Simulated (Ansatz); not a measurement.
LiH in the rocksalt structure, relaxed with r2SCAN: space group Fm-3m (No. 225), cubic; conventional cell a = 4.006 Å, 8.04 Å³ an atom. Li has 6 H at 2.00 Å; H has 6 Li at 2.00 Å. One-shot G0W0@PBE in Ansatz 0.2.0 on an 8×8×8 mesh (contour deformation, no spin-orbit coupling), from a PBE gap of 2.984 eV over the mesh points (the G0W0 gap is direct on the mesh); the number N of bands summed and the screening cutoff rise together. The values are computed, spin-unpolarised, and not measurements.

```tsv
N	cutoff (eV)	1000/N	G0W0 gap (eV)
38	100	26.316	4.741
90	180	11.111	4.860
```

**Question.** Lay a straight line in 1000/N through these rows.

**Answer.** The slope is -0.0078 eV per unit of 1000/N and the intercept 4.947 eV.

**Question.** Predict the gap at N = 172 (260 eV).

**Answer.** 4.947 + (-0.0078) × 5.814 = 4.902 eV; the run gives 4.903 eV, +0.001 eV from the line.

**Question.** With that run's result added, what limit do the last two rows suggest?

**Answer.** Their slope is (4.903 − 4.860)/(5.814 − 11.111) = -0.0081, which meets 1/N = 0 at 4.95 eV, against 4.947 eV from the first line. The two lines nearly agree; the k mesh isn't extrapolated.
